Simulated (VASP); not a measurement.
# CdTe (F-43m) in VASP: notebook, part 2 of 2

VASP 6.6.1. The steps go on from the part before.

**3. Single point, BLYP+D4**

This run uses another cell than the first one, of 35.14 Å³/atom, 1.067 times its volume.

Contents of INCAR:

```
AGGAC = 1.0
AGGAX = 1.0
ALDAC = 0.0
ALDAX = 1.0
ALGO = Normal
EDIFF = 1E-6
ENCUT = 520
GGA = B5
ISIF = 2
ISMEAR = -1
IVDW = 13
LASPH = True
LCHARG = False
LREAL = False
LWAVE = False
NBANDS = 16
NELM = 80
PREC = Accurate
SIGMA = 0.05
VDW_A1 = 0.44488865
VDW_A2 = 4.0933009
VDW_S6 = 1.0
VDW_S8 = 2.34076671
```

Contents of KPOINTS:

```
k-points
0
Gamma
  7 7 7
```

Contents of POSCAR:

```
CdTe
1.0
    0.0000000000      3.2754059890      3.2754059890
    3.2754059890      0.0000000000      3.2754059890
    3.2754059890      3.2754059890      0.0000000000
Te Cd
1 1
Direct
    0.7500000000      0.7500000000      0.7500000000
    0.0000000000      0.0000000000      0.0000000000
```

Potentials or basis: VASP PAW PBE potentials, release 64 (Te, Cd).

On the command line:

```sh
$ cat potpaw_PBE.64/Te/POTCAR potpaw_PBE.64/Cd/POTCAR > POTCAR
$ mpirun -np 1 vasp_std > vasp.out
```

OUTCAR:

```text
EDIFF = 1E-6
   ENCUT = 520
   GGA = B5
   ISIF = 2
   ISMEAR = -1
   IVDW = 13
   LASPH = True
   LREAL = False
   NELM = 80
   PREC = Accurate

 ion  position               nearest neighbor table
   1  0.750  0.750  0.750-   2 2.84   2 2.84   2 2.84   2 2.84
   2  0.000  0.000  0.000-   1 2.84   1 2.84   1 2.84   1 2.84

  LATTYP: Found a face centered cubic cell.
 ALAT       =     6.5508119780

  Lattice vectors:

 A1 = (   0.0000000000,   3.2754059890,   3.2754059890)
 A2 = (   3.2754059890,   0.0000000000,   3.2754059890)
 A3 = (   3.2754059890,   3.2754059890,   0.0000000000)

Analysis of symmetry for initial positions (statically):
=====================================================================
 Subroutine PRICEL returns:
 Original cell was already a primitive cell.

 Routine SETGRP: Setting up the symmetry group for a
 face centered cubic supercell.

 Subroutine GETGRP returns: Found 24 space group operations
 (whereof 24 operations were pure point group operations)
 out of a pool of 48 trial point group operations.

The static configuration has the point symmetry T_d .

Analysis of symmetry for dynamics (positions and initial velocities):
[... 154 lines left out ...]

 val. band max:        2.4716834945   @ k =   0.0000   0.0000   0.0000
 cond. band min:       3.0810215221   @ k =   0.0000   0.0000   0.0000
 fundamental gap:      0.6093380276
 Fermi energy:         2.8094465463

 k-point     1 :       0.0000    0.0000    0.0000
  band No.  band energies     occupation
      1      -8.5400      2.00000
      2      -5.7730      2.00000
      3      -5.7730      2.00000
      4      -5.7730      2.00000
      5      -5.5388      2.00000
      6      -5.5388      2.00000
[... 357 lines left out ...]
      3      -5.6566      2.00000
      4      -5.5664      2.00000
      5      -5.5349      2.00000
      6      -5.0320      2.00000
[... 8 lines left out ...]
     15      12.6294      0.00000
     16      14.3325      0.00000

------------------------ aborting loop because EDIFF is reached ----------------------------------------

  DFT-D4 for vdW energy calculation

  Edisp (eV):   -1.27591

  FORCE on cell =-STRESS in cart. coord.  units (eV):
  Direction    XX          YY          ZZ          XY          YZ          ZX
  --------------------------------------------------------------------------------------
  -------------------------------------------------------------------------------------
  Total       0.11458     0.11458     0.11458     0.00000     0.00000     0.00000
  in kB       2.61212     2.61212     2.61212     0.00000     0.00000     0.00000
  external pressure =        2.61 kB  Pullay stress =        0.00 kB

 VOLUME and BASIS-vectors are now :
 -----------------------------------------------------------------------------
  energy-cutoff  :      520.00
  volume of cell :       70.28
      direct lattice vectors                 reciprocal lattice vectors
     0.000000000  3.275405989  3.275405989    -0.152652832  0.152652832  0.152652832
     3.275405989  0.000000000  3.275405989     0.152652832 -0.152652832  0.152652832
     3.275405989  3.275405989  0.000000000     0.152652832  0.152652832 -0.152652832

 POSITION                                       TOTAL-FORCE (eV/Angst)
 -----------------------------------------------------------------------------------
      4.91311      4.91311      4.91311         0.000000      0.000000      0.000000
      0.00000      0.00000      0.00000        -0.000000     -0.000000     -0.000000
 -----------------------------------------------------------------------------------
    total drift:                               -0.000001     -0.000001     -0.000001

  FREE ENERGIE OF THE ION-ELECTRON SYSTEM (eV)
  ---------------------------------------------------
  free  energy   TOTEN  =        -5.0247241084 eV

  energy  without entropy=       -5.0247052025  energy(sigma->0) =       -5.02471466
```

OSZICAR:

```text
N       E                     dE             d eps       ncg     rms          rms(c)
DAV:   1     0.101373468641E+03    0.10137E+03   -0.81503E+03   648   0.963E+02
DAV:   2    -0.388105791251E+00   -0.10176E+03   -0.96882E+02   752   0.234E+02
DAV:   3    -0.400226505866E+01   -0.36142E+01   -0.36089E+01   824   0.465E+01
DAV:   4    -0.403557704366E+01   -0.33312E-01   -0.33311E-01   912   0.392E+00
DAV:   5    -0.403567218271E+01   -0.95139E-04   -0.95139E-04   856   0.192E-01    0.487E+00
DAV:   6    -0.376301100015E+01    0.27266E+00   -0.49627E-01   744   0.830E+00    0.412E+00
DAV:   7    -0.374793493886E+01    0.15076E-01   -0.11336E-01   792   0.213E+00    0.175E+00
DAV:   8    -0.374857141128E+01   -0.63647E-03   -0.96884E-03   688   0.111E+00    0.464E-01
DAV:   9    -0.374877840518E+01   -0.20699E-03   -0.90015E-04   728   0.315E-01    0.108E-01
DAV:  10    -0.374880242401E+01   -0.24019E-04   -0.97807E-05   808   0.905E-02    0.679E-02
DAV:  11    -0.374882036539E+01   -0.17941E-04   -0.42957E-05   752   0.438E-02    0.252E-02
DAV:  12    -0.374881872779E+01    0.16376E-05   -0.45894E-06   736   0.156E-02    0.133E-02
DAV:  13    -0.374881861800E+01    0.10979E-06   -0.27731E-07   440   0.289E-03
   1 F= -.50247241E+01 E0= -.50247147E+01  d E =-.189059E-04
```

Run time: 36 s. Hardware: 1 thread of Intel Xeon Platinum 8488C (Sapphire Rapids), shared host; peak memory 0.21 GiB.

Results:

- Free energy: -5.0247 eV
- Pressure: 0.3 GPa
- Band gap on the k mesh: 0.61 eV, direct
- Dispersion energy per atom: -0.638 eV

Caveat: the PAW data sets were made with another functional, which shifts forces and pressure a little; spin-orbit coupling is left out, which moves the levels of the heavy elements.

**4. Relaxation of cell and atoms, BLYP+D4**

Contents of INCAR:

```
  AGGAC = 1.0
  AGGAX = 1.0
  ALDAC = 0.0
  ALDAX = 1.0
  ALGO = Normal
  EDIFF = 1E-6
  EDIFFG = -0.02
  ENCUT = 600
  GGA = B5
  IBRION = 2
  ISIF = 3
  ISMEAR = -1
  IVDW = 13
  LASPH = T
  LCHARG = F
  LREAL = F
  LWAVE = F
  NELM = 80
  NSW = 80
  PREC = Accurate
  SIGMA = 0.05
  VDW_A1 = 0.44488865
  VDW_A2 = 4.0933009
  VDW_S6 = 1.0
  VDW_S8 = 2.34076671
```

KPOINTS is that of step 3.

Contents of POSCAR:

```
CdTe
1.0
    0.0000000000      3.2050000000      3.2050000000
    3.2050000000      0.0000000000      3.2050000000
    3.2050000000      3.2050000000      0.0000000000
Te Cd
1 1
Direct
    0.7500000000      0.7500000000      0.7500000000
    0.0000000000      0.0000000000      0.0000000000
```

On the command line:

```sh
$ cat potpaw_PBE.64/Te/POTCAR potpaw_PBE.64/Cd/POTCAR > POTCAR
$ mpirun -np 1 vasp_std > vasp.out
```

Wall time 82 s (1 thread of Intel Xeon Platinum 8488C (Sapphire Rapids), shared host); peak memory 0.23 GiB.

It converged, with:

```
Free energy                            : -5.0239 eV
Relaxed volume                         : 35.35 Å³/atom
Relaxed cell                           : a = 4.641 Å, b = 4.641 Å, c = 4.641 Å, α = 60.00°, β = 60.00°, γ = 60.00°
Space group after relaxing (to 0.05 Å) : F-43m (No. 216)
Energy gained by relaxing              : 22.8 meV/atom
Ionic steps                            : 3
Pressure after relaxing                : 0.0 GPa
Band gap on the k mesh                 : 0.59 eV, direct
Dispersion energy per atom             : -0.633 eV
```

Step by step:
| step | energy change (eV) | largest force (eV/Å) | pressure (GPa) | volume (Å³) |
| --- | --- | --- | --- | --- |
| 1 | 0.0000 | 0.0000 | 3.22 | 65.84 |
| 2 | -0.0411 | 0.0000 | -0.81 | 72.36 |
| 3 | -0.0455 | 0.0000 | 0.01 | 70.69 |

Final structure:
```
CELL_PARAMETERS angstrom
0.00000 3.28180 3.28180
3.28180 0.00000 3.28180
3.28180 3.28180 0.00000
ATOMIC_POSITIONS crystal
Te 0.75000 0.75000 0.75000
Cd 0.00000 0.00000 0.00000
```

Levels at points of the mesh, in eV from the valence-band top:
| k point | band 5 | band 6 | band 7 | band 8 | band 9 | band 10 | band 11 | band 12 | band 13 |
| --- | --- | --- | --- | --- | --- | --- | --- | --- | --- |
| (0.00, 0.00, 0.00) | -8.00 | -8.00 | 0.00 | 0.00 | 0.00 | 0.59 | 4.64 | 4.64 | 4.64 |

Caveat: the PAW data sets were made with another functional, which shifts forces and pressure a little; spin-orbit coupling is left out, which moves the levels of the heavy elements. Zero-point motion and thermal expansion aren't in these numbers.

**5. Single point, PBE+D3(BJ)**

Contents of INCAR:

```
ALGO = Normal ; EDIFF = 1E-7
ENCUT = 520 ; GGA = PE
ISIF = 2 ; ISMEAR = -5
IVDW = 12 ; LASPH = T
LCHARG = F ; LREAL = F
LWAVE = F ; NBANDS = 16
NELM = 80 ; PREC = Accurate
SIGMA = 0.05
```

KPOINTS is that of step 4.

POSCAR is that of step 4.

On the command line:

```sh
$ cat potpaw_PBE.64/Te/POTCAR potpaw_PBE.64/Cd/POTCAR > POTCAR
$ mpirun -np 1 vasp_std > vasp.out
```

Run time: 37 s. Hardware: 1 thread of Intel Xeon Platinum 8488C (Sapphire Rapids), shared host; peak memory 0.21 GiB.

It converged, with:

- Free energy: -5.4359 eV
- Pressure: 2.4 GPa
- Band gap on the k mesh: 0.87 eV, direct
- Dispersion energy per atom: -0.355 eV

Levels at points of the mesh, in eV from the valence-band top:
```csv
k point,band 6,band 7,band 8,band 9,band 10,band 11,band 12,band 13
"(0.00, 0.00, 0.00)",-8.12,0.00,0.00,0.00,0.87,4.58,4.58,4.58
```

Caveat: spin-orbit coupling is left out, which moves the levels of the heavy elements.

**6. Overview**

```csv
task,level,cell,cutoff (eV),smearing,gap on the mesh (eV),pressure (GPa)
single point,PBE,"a = 4.533 Å, angles 60.0°, 2 atoms",520,gaussian 0.028 eV,0.87,4.4
single point,BLYP+D4,"a = 4.632 Å, angles 60.0°, 2 atoms",520,fermi-dirac 0.05 eV,0.61,0.3
relaxation of cell and atoms,BLYP+D4,"relaxed from a = 4.533 Å, angles 60.0°, 2 atoms",600,fermi-dirac 0.05 eV,0.59,0.0
single point,PBE+D3(BJ),"a = 4.533 Å, angles 60.0°, 2 atoms",520,tetrahedron,0.87,2.4
```

Alike in all rows: potentials or basis VASP PAW PBE potentials, release 64 (Te, Cd); no spin polarisation; k mesh 7 × 7 × 7.

Caveats: spin-orbit coupling is left out, which moves the levels of the heavy elements; the PAW data sets were made with another functional, which shifts forces and pressure a little (some runs).

Total energies depend on the potentials used, so only differences within one code and one set of settings carry meaning.

**7. How close it comes**

Step 3. Against the measured gap of CdTe, 1.607 eV (0 K; a printed reference work, data compilation), the calculated 0.61 eV is off by -1.00 eV. Spin-orbit coupling on Cd, Te is left out. The value is that of BLYP+D4, without temperature or zero-point motion. Semilocal functionals fall short of measured gaps as a rule.

Step 5. Against the measured gap of CdTe, 1.607 eV (0 K; a printed reference work, data compilation), the calculated 0.87 eV is off by -0.73 eV. Spin-orbit coupling on Cd, Te is left out. The value is that of PBE+D3(BJ), without temperature or zero-point motion. Semilocal functionals fall short of measured gaps as a rule.
